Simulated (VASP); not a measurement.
# TaN (P-62m) in VASP: a series of runs

Aim: see how the results for TaN move with the level of theory and the settings. Levels: PBEsol+D4, PBE. Tasks: electron localisation function, atomic charges.

Program: VASP 6.6.1. These are calculated values, not measurements. Logs are shortened: lines on timing, memory, paths and dates and some standing lists are left out, and cuts for length are marked.

### 1 The crystal as given

It takes space group P-62m (No. 189, hexagonal). Conventional cell: a = 5.196 Å, b = 5.196 Å, c = 2.911 Å, α = 90.00°, β = 90.00°, γ = 120.00°. Ta (site symmetry -62m) is surrounded by 3 N at 2.04 Å. Ta (site symmetry -6) has 6 N at 2.16 Å as nearest neighbours. N (site symmetry m2m) has 5 Ta at 2.04 to 2.16 Å as nearest neighbours.

### 2 Electron localisation function, PBEsol+D4

Contents of INCAR:

```
SYSTEM = TaN
  PREC = Accurate
  ENCUT = 600
  EDIFF = 1E-6
  ISMEAR = 0
  SIGMA = 0.1
  LREAL = .False.
  LASPH = .True.
  NELM = 80
  ALGO = Fast
  ISIF = 2
  LWAVE = .False.
  LCHARG = .True.
  GGA = PS
  IVDW = 13
  LELF = .True.
```

Contents of KPOINTS:

```
regular mesh
0
Gamma
  6 6 9
  0 0 0
```

Contents of POSCAR:

```
TaN
5.196
    1.000000000000      0.000000000000      0.000000000000
   -0.500000000000      0.866025403791      0.000000000000
    0.000000000000      0.000000000000      0.560238645112
Ta N
3 3
Direct
    0.0000000000      0.0000000000      0.0000000000
    0.6666666667      0.3333333333      0.5000000000
    0.3333333333      0.6666666667      0.5000000000
    0.0000000000      0.3928500000      0.0000000000
    0.6071500000      0.6071500000      0.0000000000
    0.3928500000      0.0000000000      0.0000000000
```

Potentials or basis: VASP PAW PBE potentials, release 64 (Ta_sv_GW, N_GW).

Started as:

```
cat potpaw_PBE.64/Ta_sv_GW/POTCAR potpaw_PBE.64/N_GW/POTCAR > POTCAR
mpirun -np 1 vasp_std > vasp.out
```

OUTCAR:

```text
SYSTEM = TaN
   PREC = Accurate
   ENCUT = 600
   EDIFF = 1E-6
   ISMEAR = 0
   LREAL = .False.
   LASPH = .True.
   NELM = 80
   ISIF = 2
   GGA = PS
   IVDW = 13

 ion  position               nearest neighbor table
   1  0.000  0.000  0.000-   6 2.04   5 2.04   4 2.04
   2  0.667  0.333  0.500-   4 2.16   4 2.16   6 2.16   6 2.16   5 2.16   5 2.16   3 3.00   3 3.00
                             3 3.00
   3  0.333  0.667  0.500-   6 2.16   6 2.16   4 2.16   4 2.16   5 2.16   5 2.16   2 3.00   2 3.00
                             2 3.00
   4  0.000  0.393  0.000-   1 2.04   2 2.16   2 2.16   3 2.16   3 2.16
   5  0.607  0.607  0.000-   1 2.04   3 2.16   3 2.16   2 2.16   2 2.16
   6  0.393  0.000  0.000-   1 2.04   3 2.16   3 2.16   2 2.16   2 2.16

  LATTYP: Found a hexagonal cell.
 ALAT       =     5.1960000000
 C/A-ratio  =     0.5602386451

  Lattice vectors:

 A1 = (   5.1960000000,   0.0000000000,   0.0000000000)
 A2 = (  -2.5980000000,   4.4998679981,   0.0000000000)
 A3 = (   0.0000000000,   0.0000000000,   2.9110000000)

Analysis of symmetry for initial positions (statically):
=====================================================================
 Subroutine PRICEL returns:
 Original cell was already a primitive cell.

 Routine SETGRP: Setting up the symmetry group for a
 hexagonal supercell.

 Subroutine GETGRP returns: Found 12 space group operations
 (whereof 12 operations were pure point group operations)
 out of a pool of 24 trial point group operations.

The static configuration has the point symmetry D_3h.

Analysis of symmetry for dynamics (positions and initial velocities):
=====================================================================
 Subroutine PRICEL returns:
 Original cell was already a primitive cell.

 Routine SETGRP: Setting up the symmetry group for a
 hexagonal supercell.

 Subroutine GETGRP returns: Found 12 space group operations
 (whereof 12 operations were pure point group operations)
 out of a pool of 24 trial point group operations.

The dynamic configuration has the point symmetry D_3h.

 Subroutine INISYM returns: Found 12 space group operations
 (whereof 12 operations are pure point group operations),
 and found     1 'primitive' translations

----------------------------------------------------------------------------------------

                                     Primitive cell

  volume of cell :      68.0630

  direct lattice vectors                    reciprocal lattice vectors
     5.196000000  0.000000000  0.000000000     0.192455735  0.111114371  0.000000000
    -2.598000000  4.499867998  0.000000000     0.000000000  0.222228741  0.000000000
     0.000000000  0.000000000  2.911000000     0.000000000  0.000000000  0.343524562

  length of vectors
     5.196000000  5.196000000  2.911000000     0.222228741  0.222228741  0.343524562

  position of ions in fractional coordinates (direct lattice)
     0.000000000  0.000000000  0.000000000
     0.666666667  0.333333333  0.500000000
     0.333333333  0.666666667  0.500000000
     0.000000000  0.392850000  0.000000000
     0.607150000  0.607150000  0.000000000
     0.392850000  0.000000000  0.000000000

  ion indices of the primitive-cell ions
   primitive index   ion index
                 1           1
                 2           2
                 3           3
                 4           4
                 5           5
                 6           6

----------------------------------------------------------------------------------------

 KPOINTS: regular mesh

Automatic generation of k-mesh.
 Grid dimensions read from file:
 generate k-points for:    6    6    9

 Generating k-lattice:

  Cartesian coordinates                     Fractional coordinates (reciprocal lattice)
     0.032075956  0.018519062  0.000000000     0.166666667  0.000000000  0.000000000
     0.000000000  0.037038124  0.000000000     0.000000000  0.166666667  0.000000000
     0.000000000  0.000000000  0.038169396     0.000000000  0.000000000  0.111111111

  Length of vectors
     0.037038124  0.037038124  0.038169396

  Shift w.r.t. Gamma in fractional coordinates (k-lattice)
     0.000000000  0.000000000  0.000000000

 Subroutine IBZKPT returns following result:
 ===========================================

 Found     35 irreducible k-points:

 Following reciprocal coordinates:
            Coordinates               Weight
  0.000000  0.000000  0.000000      1.000000
  0.166667  0.000000  0.000000      6.000000
  0.333333  0.000000  0.000000      6.000000
  0.500000  0.000000  0.000000      3.000000
  0.166667  0.166667  0.000000      6.000000
  0.333333  0.166667  0.000000     12.000000
[... 16 lines left out ...]
  0.166667  0.000000  0.333333     12.000000
  0.333333  0.000000  0.333333     12.000000
 [... further k-points ...]
   k-points           NKPTS =     35   k-points in BZ     NKDIM =     35   number of bands    NBANDS=     32
   number of dos      NEDOS =    301   number of ions     NIONS =      6
   total plane-waves  NPLWV =  42336
   dimension x,y,z NGX =    42 NGY =   42 NGZ =   24
   dimension x,y,z NGXF=    84 NGYF=   84 NGZF=   48
   ions per type =               3   3
   NGX,Y,Z   is equivalent  to a cutoff of  13.44, 13.44, 13.71 a.u.
   NGXF,Y,Z  is equivalent  to a cutoff of  26.88, 26.88, 27.41 a.u.
 SYSTEM =  TaN
   PREC   = accura    normal or accurate (medium, high low for compatibility)
   ISTART =      0    job   : 0-new  1-cont  2-samecut
   ICHARG =      2    charge: 1-file 2-atom 10-const
   ISPIN  =      1    spin polarized calculation?
   LNONCOLLINEAR =      F non collinear calculations
   LSORBIT =      F    spin-orbit coupling
   LASPH  =      T    aspherical Exc in radial PAW
   ENCUT  =  600.0 eV  44.10 Ry    6.64 a.u.  10.38 10.38  5.81*2*pi/ulx,y,z
   NELM   =     80;   NELMIN=  2; NELMDL= -5     # of ELM steps
   EDIFF  = 0.1E-05   stopping-criterion for ELM
   LREAL  =      F    real-space projection
   EDIFFG = 0.1E-04   stopping-criterion for IOM
   NSW    =      0    number of steps for IOM
   IBRION =     -1    ionic relax: 0-MD 1-quasi-New 2-CG
   NFREE  =      0    steps in history (QN), initial steepest desc. (CG)
   ISIF   =      2    stress and relaxation
   ISYM   =      2    0-nonsym 1-usesym 2-fastsym
   POTIM  = 0.5000    time-step for ionic-motion
   TEBEG  =    0.0;   TEEND  =   0.0 temperature during run
   PSTRESS=    0.0 pullay stress
   NELECT =      54.0000    total number of electrons
   NUPDOWN=      -1.0000    fix difference up-down
   EMIN   =  10.00;   EMAX   =-10.00  energy-range for DOS
   EFERMI =   0.00;   METHOD = LEGACY
   ISMEAR =     0;   SIGMA  =   0.10  broadening in eV -4-tet -1-fermi 0-gaus
   EFERMI_NEDOS =   21; number of points for ismear=-14 and -15
   IALGO  =     68    algorithm
   IMIX   =      4    mixing-type and parameters
     AMIX     =   0.40;   BMIX     =  1.00
     AMIX_MAG =   1.60;   BMIX_MAG =  1.00
  volume/ion in A,a.u.               =      11.34        76.55
  Fermi-wavevector in a.u.,A,eV,Ry     =   1.515546  2.863966 31.250934  2.296879
  Thomas-Fermi vector in A             =   2.625055
   LORBIT       =      0    0 simple, 1 ext, 2 COOP (PROOUT), +10 PAW based schemes
   GGA     = PS    functional components
   LHFCALC =     F    Hartree Fock is set to
   AEXX    =    0.0000 exact exchange contribution
   IVDW    =    13    specifies the selected vdW correction
   LEPSILON=     F    determine dielectric tensor
   LRPA    =     F    only Hartree local field effects (RPA)
 non-spin polarized calculation
 RMM-DIIS sequential band-by-band and
 Gauss-broadening in eV      SIGMA  =   0.10
  energy-cutoff  :      600.00
  volume of cell :       68.06
 maximum number of plane-waves:      2304
 NGX is ok and might be reduce to    42
   NGX = 21   NGY = 21   NGZ = 11

 number of electron      53.9999992 magnetization

 Free energy of the ion-electron system (eV)
  ---------------------------------------------------
  ext. energy  EPLUGINS =         0.00000000
  ---------------------------------------------------
  free energy    TOTEN  =       -79.09767788 eV

  energy without entropy =      -79.09288326  energy(sigma->0) =      -79.09528057

 E-fermi :  12.1249     XC(G=0): -13.5040

 val. band max:       12.1200777286   @ k =   0.1667   0.0000   0.3333
 cond. band min:      12.1355596386   @ k =   0.1667   0.0000   0.2222
 fundamental gap:      0.0154819101
 Fermi energy:        12.1248681614

 k-point     1 :       0.0000    0.0000    0.0000
  band No.  band energies     occupation
      1     -57.2521      2.00000
      2     -57.2073      2.00000
      3     -56.6259      2.00000
      4     -24.0068      2.00000
      5     -24.0068      2.00000
      6     -23.6548      2.00000
[... 24 lines left out ...]
     31      14.0321      0.00000
     32      14.6260      0.00000

 k-point     2 :       0.1667    0.0000    0.0000
  band No.  band energies     occupation
      1     -57.2494      2.00000
      2     -57.2100      2.00000
      3     -56.6261      2.00000
      4     -24.0300      2.00000
      5     -23.9997      2.00000
      6     -23.6346      2.00000
[... 24 lines left out ...]
     31      13.2365      0.00000
     32      15.1802      0.00000
[... 733 lines left out ...]
     31      14.3404      0.00000
     32      14.6610      0.00000

 k-point    24 :       0.3333    0.0000    0.3333
  band No.  band energies     occupation
      1     -57.2091      2.00000
      2     -57.1840      2.00000
      3     -56.5970      2.00000
      4     -24.1142      2.00000
      5     -23.9991      2.00000
      6     -23.9290      2.00000
[... 24 lines left out ...]
     31      14.4812      0.00000
     32      15.1391      0.00000

 [... further k-points ...]

------------------------ aborting loop because EDIFF is reached ----------------------------------------

  DFT-D4 for vdW energy calculation

  Edisp (eV):   -1.03884

  FORCE on cell =-STRESS in cart. coord.  units (eV):
  Direction    XX          YY          ZZ          XY          YZ          ZX
  --------------------------------------------------------------------------------------
  -------------------------------------------------------------------------------------
  Total      -2.35627    -2.35627    -3.14343     0.00000     0.00000     0.00000
  in kB     -55.46576   -55.46576   -73.99511     0.00000     0.00000     0.00000
  external pressure =      -61.64 kB  Pullay stress =        0.00 kB

 VOLUME and BASIS-vectors are now :
 -----------------------------------------------------------------------------
  energy-cutoff  :      600.00
  volume of cell :       68.06
      direct lattice vectors                 reciprocal lattice vectors
     5.196000000  0.000000000  0.000000000     0.192455735  0.111114371  0.000000000
    -2.598000000  4.499867998  0.000000000     0.000000000  0.222228741  0.000000000
     0.000000000  0.000000000  2.911000000     0.000000000  0.000000000  0.343524562

 POSITION                                       TOTAL-FORCE (eV/Angst)
 -----------------------------------------------------------------------------------
      0.00000      0.00000      0.00000        -0.000000      0.000000     -0.000000
      2.59800      1.49996      1.45550        -0.000000      0.000000     -0.000000
     -0.00000      2.99991      1.45550        -0.000000      0.000000     -0.000000
     -1.02062      1.76777      0.00000        -0.006975      0.012081     -0.000000
      1.57738      2.73209      0.00000        -0.006975     -0.012081      0.000000
      2.04125      0.00000      0.00000         0.013950      0.000000      0.000000
 -----------------------------------------------------------------------------------
    total drift:                               -0.000000     -0.000000     -0.000000

  FREE ENERGIE OF THE ION-ELECTRON SYSTEM (eV)
  ---------------------------------------------------
  free  energy   TOTEN  =       -80.1365201823 eV

  energy  without entropy=      -80.1317255621  energy(sigma->0) =      -80.13412287
```

Wall time 2 min (1 thread of AMD EPYC 9R45 (Zen 5), shared host); peak memory 0.22 GiB.

Results:

| Quantity | Value |
| --- | --- |
| Free energy | -80.1365 eV |
| Pressure | -6.2 GPa |
| Largest force | 0.014 eV/Å |
| Band gap on the k mesh | none (metal or under the smearing width) |
| Dispersion energy per atom | -0.173 eV |

Forces in eV/Å, atoms in the order of the input:
```
Ta   0.000  0.000  0.000
Ta   0.000  0.000  0.000
Ta   0.000  0.000  0.000
N   -0.007  0.012  0.000
N   -0.007 -0.012  0.000
N    0.014  0.000  0.000
```

Levels at points of the mesh, in eV from the Fermi level:
```tsv
k point	band 24	band 25	band 26	band 27	band 28	band 29	band 30	band 31
(0.00, 0.00, 0.00)	-4.22	-3.30	-1.90	-0.89	-0.89	0.59	0.59	1.91
(0.50, 0.00, 0.00)	-3.87	-3.84	-2.82	-2.61	1.22	1.92	1.95	2.44
```

Caveat: the PAW data sets were made with another functional, which shifts forces and pressure a little; pairwise dispersion overbinds metals, which lowers pressure and volume. The run has no spin-orbit coupling, so splittings on Ta are missing.

### 3 Atomic charges, PBE

Contents of INCAR:

```
PREC = Accurate
ENCUT = 520
EDIFF = 1E-7
ISMEAR = 0
SIGMA = 0.02
LREAL = False
LASPH = True
NELM = 100
ALGO = Fast
ISIF = 2
LWAVE = False
LCHARG = True
GGA = PE
LORBIT = 10
LELF = True
LVHAR = True
```

Contents of KPOINTS:

```
Automatic mesh
0
Gamma
  6 6 9
```

POSCAR: that of step 2 with these lines changed.

```diff
@@ -1,6 +1,6 @@
 TaN
-5.196
-    1.000000000000      0.000000000000      0.000000000000
-   -0.500000000000      0.866025403791      0.000000000000
-    0.000000000000      0.000000000000      0.560238645112
+1.0
+    5.1960000000      0.0000000000      0.0000000000
+   -2.5980000000      4.4998679981      0.0000000000
+    0.0000000000      0.0000000000      2.9110000000
 Ta N
```

Potentials or basis: VASP PAW PBE potentials, release 64 (Ta_pv, N).

Started as:

```
cat potpaw_PBE.64/Ta_pv/POTCAR potpaw_PBE.64/N/POTCAR > POTCAR
mpirun -np 1 vasp_std > vasp.out
```

Wall time 2.8 min (1 thread of Intel Xeon Platinum 8259CL at 2.50GHz (Skylake/Cascade Lake), shared host); peak memory 0.22 GiB.

It converged, with:

* Free energy: -67.4651 eV
* Pressure: 5.7 GPa
* Largest force: 0.059 eV/Å
* Band gap on the k mesh: none (metal or under the smearing width)
* Valence electrons inside the program's atomic spheres: Ta 8.97, 8.94; N 3.81

Forces on the atoms (eV/Å):
```
Ta   0.000  0.000  0.000
Ta   0.000  0.000  0.000
Ta   0.000  0.000  0.000
N   -0.030  0.051  0.000
N   -0.030 -0.051  0.000
N    0.059  0.000  0.000
```

Stress tensor (GPa, compression positive):
```
5.76 0.00 0.00
0.00 5.76 0.00
0.00 0.00 5.48
```

Levels at points of the mesh, in eV from the Fermi level:
```csv
k point,band 21,band 22,band 23,band 24,band 25,band 26,band 27,band 28
"(0.00, 0.00, 0.00)",-4.24,-3.31,-1.89,-0.89,-0.89,0.62,0.62,2.34
"(0.50, 0.00, 0.00)",-3.87,-3.85,-2.82,-2.60,1.23,1.84,1.95,2.51
```

Spin-orbit coupling is left out, which matters for the levels of Ta.

### 4 For comparison

An earlier run on the cell as given: functional PBE; potentials or basis VASP PAW PBE potentials, release 64 (Ta_pv, N); cutoff 520 eV; k mesh 6 × 6 × 9; occupations fermi-dirac, width 0.05 eV; no spin polarisation.

- Pressure: 5.7 GPa
- Largest force: 0.048 eV/Å
- Band gap on the k mesh: none (metal or under the smearing width)

### 5 Overview

| task | level | potentials or basis | cutoff (eV) | smearing | gap on the mesh (eV) | pressure (GPa) | largest force (eV/Å) |
| --- | --- | --- | --- | --- | --- | --- | --- |
| electron localisation function | PBEsol+D4 | VASP PAW PBE potentials, release 64 (Ta_sv_GW, N_GW) | 600 | gaussian 0.1 eV | none | -6.2 | 0.01 |
| atomic charges | PBE | VASP PAW PBE potentials, release 64 (Ta_pv, N) | 520 | gaussian 0.02 eV | none | 5.7 | 0.06 |
| single point | PBE | VASP PAW PBE potentials, release 64 (Ta_pv, N) | 520 | fermi-dirac 0.05 eV | none | 5.7 | 0.05 |

Alike in all rows: no spin polarisation; cell as given; k mesh 6 × 6 × 9.

Caveats: the PAW data sets were made with another functional, which shifts forces and pressure a little (some runs); pairwise dispersion overbinds metals, which lowers pressure and volume (some runs).

Absolute energies hang on the potentials; compare differences alone.
